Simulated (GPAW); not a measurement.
# CdSe (Cadmoselite) (P6_3mc) in GPAW: single point with PBE

Aim: the single point of CdSe (Cadmoselite) with PBE.

Program: GPAW 26.7.0. These are calculated values, not measurements. Logs are shortened: lines on timing, memory, paths and dates and some standing lists are left out, and cuts for length are marked. The log counts tension as positive stress, the text compression.

**Measured values to compare with.**

From a printed reference work, data compilation, for a bulk crystal of CdSe at 2 K: band gap 1.841 eV.

How close the calculation comes is told below.

## Step 1: The crystal as given

Symmetry: P6_3mc, No. 186, hexagonal system. The conventional cell has a = 4.300 Å, b = 4.300 Å, c = 7.020 Å, α = 90.00°, β = 90.00°, γ = 120.00°. Cd (site symmetry 3m) is surrounded by 4 Se at 2.61 to 2.70 Å. Around Se (site symmetry 3m) lie 4 Cd at 2.61 to 2.70 Å.

## Step 2: Single point, PBE

run.py

```python
from ase import Atoms
from ase.dft.bandgap import bandgap
from ase.io import write
from ase.units import GPa
from gpaw import GPAW, PW

atoms = Atoms(['Cd', 'Cd', 'Se', 'Se'],
              cell=[[4.3, 0.0, 0.0],
                    [-2.15, 3.7239092363, 0.0],
                    [0.0, 0.0, 7.02]],
              scaled_positions=[[0.6666666667, 0.3333333333, 0.5],
                                [0.3333333333, 0.6666666667, 0.0],
                                [0.6666666667, 0.3333333333, 0.885],
                                [0.3333333333, 0.6666666667, 0.385]],
              pbc=True)

calc = GPAW(mode=PW(450),
            xc='PBE',
            kpts={'size': (6, 6, 3), 'gamma': True},
            occupations={'name': 'fermi-dirac', 'width': 0.05},
            nbands=31,
            maxiter=120,
            txt='gpaw.txt')
atoms.calc = calc
energy = atoms.get_potential_energy()
forces = atoms.get_forces()
stress = atoms.get_stress()
calc.write('gs.gpw')
write('result.traj', atoms)
print(f'Energy: {energy:.6f} eV')
print('Forces (eV/A):')
print(forces.round(4))
print('Stress (GPa):', (stress / GPa).round(3))
print('Fermi level:', round(calc.get_fermi_level(), 4), 'eV')
print(f'Gap: {bandgap(calc)[0]:.4f} eV, direct: {bandgap(calc, direct=True)[0]:.4f} eV')
```

Potentials or basis: GPAW PAW data sets (gpaw-data 1.2.1), pw.

On the command line:

```console
OMP_NUM_THREADS=1 python run.py
```

gpaw.txt:

```text
__  _  _
 | _ |_)|_||  |
 |__||  | ||/\| - 26.7.0

Input parameters:
  mode=PW(ecut=450.00000000000006),
  kpts=MonkhorstPack(size=(6, 6, 3), gamma=True),
  maxiter=120,
  nbands=31,
  occupations=Occupations(name='fermi-dirac', width=0.05),
  xc=XC(name='PBE')

Diagonalizing LCAO Hamiltonian
Converting LCAO to pw mode

            Se

        Se  Cd

        Cd

Atoms  # Å, Bohr magnetons
|   | symbol |         x |        y |        z |    initial magnetic moments |
|---|--------|-----------|----------|----------|-----------------------------|
| 0 |     Cd |  2.150000 | 1.241303 | 3.510000 | ( 0.0000,  0.0000,  0.0000) |
| 1 |     Cd | -0.000000 | 2.482606 | 0.000000 | ( 0.0000,  0.0000,  0.0000) |
| 2 |     Se |  2.150000 | 1.241303 | 6.212700 | ( 0.0000,  0.0000,  0.0000) |
| 3 |     Se | -0.000000 | 2.482606 | 2.702700 | ( 0.0000,  0.0000,  0.0000) |

Unit cell  # Å
| periodic |         x |        y |        z |  lengths |     angles |
|----------|-----------|----------|----------|----------|------------|
|      yes |  4.300000 | 0.000000 | 0.000000 | 4.300000 |  90.000000 |
|      yes | -2.150000 | 3.723909 | 0.000000 | 4.300000 |  90.000000 |
|      yes |  0.000000 | 0.000000 | 7.020000 | 7.020000 | 120.000000 |

Number of symmetries: 6
Symmetry operations  # r_c * U_cc + t_c -> r_c
|   | kind |            matrix            |
|---|------|------------------------------|
| 0 |  σ   |  1, 1, 0,  0,-1, 0,  0, 0, 1 |
| 1 |  E   |  1, 0, 0,  0, 1, 0,  0, 0, 1 |
| 2 |  C3  |  0, 1, 0, -1,-1, 0,  0, 0, 1 |
| 3 |  σ   |  0,-1, 0, -1, 0, 0,  0, 0, 1 |
| 4 |  σ   | -1, 0, 0,  1, 1, 0,  0, 0, 1 |
| 5 |  C3  | -1,-1, 0,  1, 0, 0,  0, 0, 1 |

BZ-sampling:
  Number of BZ points: 108
  Number of IBZ points: 17

  Monkhorst-Pack size: [6, 6, 3]
  Monkhorst-Pack shift: [0.08333333333333333, 0.08333333333333333, 0.0]

K-points  # in reciprocal-cell coordinates
|     |                                coordinates |     weight |
|-----|--------------------------------------------|------------|
|   0 | (  0.00000000,   0.00000000,   0.00000000) | 0.00925926 |
|   1 | (  0.00000000,   0.00000000,   0.33333333) | 0.01851852 |
|   2 | (  0.16666667,   0.00000000,  -0.33333333) | 0.05555556 |
|   3 | (  0.16666667,   0.00000000,   0.00000000) | 0.05555556 |
|   4 | (  0.16666667,   0.00000000,   0.33333333) | 0.05555556 |
|   5 | (  0.33333333,  -0.16666667,   0.00000000) | 0.05555556 |
|   6 | (  0.33333333,  -0.16666667,   0.33333333) | 0.11111111 |
|   7 | (  0.33333333,   0.00000000,  -0.33333333) | 0.05555556 |
|   8 | (  0.33333333,   0.00000000,   0.00000000) | 0.05555556 |
|   9 | (  0.33333333,   0.00000000,   0.33333333) | 0.05555556 |
| ... |                                            |            |
|  16 | (  0.50000000,   0.50000000,   0.33333333) | 0.05555556 |

Plane wave coefficients: 2448
Cutoff: 450.00000000000006 eV

Spin-components: 1 (collinear spins)
Bands:           31
Projectors:      22
Spin-degeneracy: 2
Datatype:        complex128

Parallelization:
  kpt:    1
  domain: 1
  band:   1

Density:
  Valence electrons: 36.0
  Components: 1
  Grid points: [24 24 35]
  Charge: 0.0  # |e|

Potential:
  Grid points: [24 24 35]

species:
  Cd:
    name:    Cadmium
    Z:       48.0
    valence: 12
    core:    36
    charge:  0.0  # [|e|]
    compensation charges:
      type: gauss
      rc: 0.38  # [Å]
      lmax: 2
    cutoffs:
      filter: 2.12  # [Å]
      core: 2.62  # [Å]
    projectors
    | kind |    occ | energy [eV] | rcut [Å] |
    |------|--------|-------------|----------|
    |   5s |  2.000 |      -5.655 |    1.191 |
    |   5p |  0.000 |      -1.186 |    1.228 |
    |   4d | 10.000 |     -11.739 |    1.164 |
    |    s |        |      21.556 |    1.191 |
    |    p |        |      26.026 |    1.228 |
    |    d |        |      15.473 |    1.164 |

    Using partial waves for Cd as LCAO basis

  Se:
    name:    Selenium
    Z:       34.0
    valence: 6
    core:    28
    charge:  0.0  # [|e|]
    compensation charges:
      type: gauss
      rc: 0.27  # [Å]
      lmax: 2
    cutoffs:
      filter: 1.77  # [Å]
      core: 2.67  # [Å]
    projectors
    | kind |    occ | energy [eV] | rcut [Å] |
    |------|--------|-------------|----------|
    |   4s |  2.000 |     -17.277 |    0.847 |
    |   4p |  4.000 |      -6.512 |    1.005 |
    |    s |        |       9.935 |    0.847 |
    |    p |        |      20.699 |    1.005 |
    |    d |        |       0.000 |    0.847 |

    Using partial waves for Se as LCAO basis

Reference energy: -436553.300934  # eV

eigensolver:
  PPCG
  Converge bands: occupied
  niter=2

density mixing:
  MSR1-Mixer
  Pratt-step length: 0.05
  Maximum mixing coefficient: 0.75
  Old densities: 10
  SVD Regularization: 0.005
  Good broyden scale: 1.0
  Trust region scale: 1.0
  Backstep threshold: 4.0
  History deletion threshold: 6.0
  Fourier metric: weight=20.0, sigma=0.015

occupation numbers:
  Fermi-Dirac:
    width: 0.0500  # eV

poisson solver:
  ecut: 3600.0000000000005  # eV

xc functional:
  name: PBE with 2 nearest neighbor stencil

convergence criteria:
- Maximum [total energy] change in last 3 cyles: 0.0005 eV / valence electron
- Maximum integral of absolute [dens]ity change: 0.0001 electrons / valence electron
- Maximum integral of absolute [eigenst]ate change: 4e-08 eV^2 / valence electron
maximum number of iterations: 120

SCF iterations
|iter     | |      energy | eigst |  dens |
|---------|-|-------------|-------|-------|
|iter:   1| |  -11.942041 | -0.68 |       |
|iter:   2| |  -11.789071 | -2.54 | -1.17 |
|iter:   3| |  -11.237041 | -1.52 | -1.22 |
|iter:   4| |  -11.234639 | -3.36 | -1.80 |
|iter:   5| |  -11.233991c| -3.79 | -2.25 |
|iter:   6| |  -11.234055c| -5.19 | -2.95 |
|iter:   7| |  -11.234063c| -6.52 | -3.53 |
|iter:   8| |  -11.234063c| -7.63c| -4.52c|

Converged in 8 steps
Energy contributions relative to reference atoms: (reference = -436553.300934)

Energy contributions:
  Kinetic:          41.423647
  Coulomb:         -37.249124
  Zero:              0.117578
  External:          0.000000
  Xc:              -15.526152
  Entropy:          -0.000025
  Spinorbit:         0.000000
  ----------------------------
  Free energy:     -11.234075
  Extrapolated:    -11.234063

dipole moment: (0.000051, -0.000016, -18.303205)  # |e|*Ang

Fermi level: 4.007
Eigenvalues  # (at kpt = [0.000, 0.000, 0.000])
| band index |      eig [eV] | occ [0-2] |
|------------|---------------|-----------|
|          0 |        -8.963 |     2.000 |
|        ... |               |           |
|         10 |        -3.833 |     2.000 |
|         11 |        -3.551 |     2.000 |
|         12 |        -0.618 |     2.000 |
|         13 |         2.908 |     2.000 |
|         14 |         2.908 |     2.000 |
|         15 |         3.619 |     1.999 |
[... 8 lines left out ...]
|         24 |        10.606 |     0.000 |
|         25 |        11.333 |     0.000 |
|        ... |               |           |
|         30 |        14.699 |     0.000 |

Gap: 0.695 eV
Transition (v -> c):
  (s=0, k=0, n=17, [0.00, 0.00, 0.00]) -> (s=0, k=0, n=18, [0.00, 0.00, 0.00])
No difference between direct/indirect transitions

Forces  # eV/Ang
|        x |       y |        z |
|----------|---------|----------|
| -0.00000 | 0.00000 |  0.27912 |  # Cd   0
|  0.00000 | 0.00000 |  0.28352 |  # Cd   1
| -0.00000 | 0.00000 | -0.27883 |  # Se   2
|  0.00000 | 0.00000 | -0.28391 |  # Se   3

Stress tensor  # eV/Ang^3
|         x |         y |         z |
|-----------|-----------|-----------|
| -0.016869 | -0.000000 |  0.000000 |
| -0.000000 | -0.016869 |  0.000000 |
|  0.000000 |  0.000000 | -0.004416 |

# Writing to gs.gpw (mode='')
```

Wall time 22 s (1 thread of Arm Neoverse V2, shared host); peak memory 0.18 GiB.

What came out:

* Free energy: -11.2341 eV
* Pressure: 2.0 GPa
* Largest force: 0.284 eV/Å
* Band gap on the k mesh: 0.70 eV, direct

Forces on the atoms (eV/Å):
```
Cd   0.000  0.000  0.279
Cd   0.000  0.000  0.284
Se   0.000  0.000 -0.279
Se   0.000  0.000 -0.284
```

Stress tensor (GPa, compression positive):
```
2.70 0.00 0.00
0.00 2.70 0.00
0.00 0.00 0.71
```

Caveat: the cutoff is short for stress and forces, so pressures can be off by a GPa or more.

## Step 3: Against experiment

Step 2. A measured gap of CdSe is 1.841 eV (2 K; a printed reference work, data compilation); the calculated 0.70 eV misses it by -1.15 eV. So large a miss can be the level of theory's own, or it may mean another phase, state or a wrong row. Spin-orbit coupling on Cd, Se is left out. The value is that of PBE, without temperature or zero-point motion. Semilocal functionals fall short of measured gaps as a rule.
